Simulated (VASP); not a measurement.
## In: single point with BLYP

Crystal: In.

```
In
1.0
     0.00000    3.45025    3.45025
     3.45025    0.00000    3.45025
     3.45025    3.45025    0.00000
In
2
Direct
  0.12500 0.12500 0.12500
  0.87500 0.87500 0.87500
```

This isn't the form of In at room conditions, which is tetragonal.

| Quantity | Value |
| --- | --- |
| Program | VASP 6.6.1 |
| Task | single point |
| Functional | BLYP |
| Potentials or basis | VASP PAW PBE potentials, release 64 (In_d) |
| Cutoff | 520 eV |
| k mesh | 9 × 9 × 9 |
| Occupations | fermi-dirac, width 0.1 eV |
| Spin | no spin polarisation |

```json
{
 "Pressure": "0.5 GPa",
 "Band gap on the k mesh": "none (metal or under the smearing width)"
}
```

Levels at points of the mesh, in eV from the Fermi level:
```tsv
k point	band 9	band 10	band 11	band 12	band 13	band 14	band 15	band 16	band 17	band 18
(0.00, 0.00, 0.00)	-14.18	-14.18	-7.59	1.10	2.02	2.02	2.02	3.69	3.69	3.69
```

It took 32 s on 1 thread of Intel(R) Xeon(R) 6975P-C (Granite Rapids), with other jobs on the host, peak memory 0.21 GiB.

Caveat: the PAW data sets were made with another functional, which shifts forces and pressure a little.
